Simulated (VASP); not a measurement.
A run of VASP 6.6.1 is set up as follows.

File INCAR:

```
  PREC = Accurate
  ENCUT = 600
  EDIFF = 1E-6
  ISMEAR = -1
  SIGMA = 0.05
  LREAL = F
  LASPH = T
  NELM = 80
  ALGO = Normal
  ISIF = 3
  LWAVE = F
  LCHARG = F
  GGA = PS
  IBRION = 2
  NSW = 60
  EDIFFG = -0.01
```

KPOINTS

```
Automatic mesh
0
Gamma
  8 8 10
```

File POSCAR:

```
Si
1.0
    4.1209500000      0.0000000000      0.0000000000
   -2.0604700000      3.5688500000      0.0000000000
    0.0000000000      0.0000000000      2.6547900000
Si
2
Direct
    0.3333300000      0.6666700000      0.5000000000
    0.6666700000      0.3333300000      0.5000000000
```

Potentials or basis: VASP PAW PBE potentials, release 64 (Si).

Run with:

```sh
$ cat potpaw_PBE.64/Si/POTCAR > POTCAR
$ mpirun -np 1 vasp_std > vasp.out
```

(1) Estimate the relaxed volume.

(2) What does it give for the space group after relaxing (to 0.05 Å)?

Results:

(1) 19.10 Å³/atom.

(2) P6/mmm (No. 191).

Caveat: the PAW data sets were made with another functional, which shifts forces and pressure a little.
